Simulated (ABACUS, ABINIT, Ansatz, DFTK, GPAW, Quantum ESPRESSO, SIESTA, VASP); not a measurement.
Rh: 8 runs at one level of theory

```xyz
1
Lattice="0.0000 1.8979 1.8979 1.8979 0.0000 1.8979 1.8979 1.8979 0.0000" Properties=species:S:1:pos:R:3 pbc="T T T"
Rh    0.0000    0.0000    0.0000
```

Alike in all runs: task single point; functional PBE; k mesh 12 × 12 × 12; occupations fermi-dirac, width 0.05 eV; no spin polarisation; no spin-orbit coupling. Pressure is positive in compression and, in plane waves, holds the error of the finite cutoff.

```csv
program and potentials,plane-wave cutoff (eV),notes,band gap (eV),pressure (GPa)
"SIESTA, files PseudoDojo sr-pbe-0.4.1-standard, DZP (energy shift 0.003 Ry; two zetas on semicore shells)",-,atomic basis; 17 valence electrons an atom on average,no gap,11.76
"Quantum ESPRESSO, SSSP 1.3 efficiency PBE",816,17 valence electrons an atom on average,no gap,6.83
"VASP, PBE PAW files Rh_pv, 520 eV",520,15 valence electrons an atom on average,no gap,7.32
"DFTK, PseudoDojo SR PBE 0.4.1 standard (PBE)",1197,17 valence electrons an atom on average,no gap,7.55
"ABACUS, PseudoDojo NC SR 0.4.1 PBE standard, plane waves",1211,17 valence electrons an atom on average,no gap,7.70
"ABINIT, JTH PAW PBE v2.0",435,17 valence electrons an atom on average,no gap,6.80
"GPAW, GPAW PAW data sets (gpaw-data 1.2.1)",600,15 valence electrons an atom on average,no gap,9.26
"Ansatz, all-electron LAPW, scalar-relativistic",-,-,no gap,7.24
```

None finds a gap. The pressure spans 6.80 (ABINIT, JTH PAW PBE v2.0) to 11.76 GPa (SIESTA, files PseudoDojo sr-pbe-0.4.1-standard, DZP (energy shift 0.003 Ry; two zetas on semicore shells)), with all-electron results at 7.24. The pressure on the cell as given of SIESTA, files PseudoDojo sr-pbe-0.4.1-standard, DZP (energy shift 0.003 Ry; two zetas on semicore shells); GPAW, GPAW PAW data sets (gpaw-data 1.2.1) lies far from the others; the cause wasn't traced. Rows in atomic bases carry the error of their basis and grid, which can be large.

The functional is the same throughout but for its coding, so the spread measures potentials, basis and numerics; runs on potential files found faulty are left out.
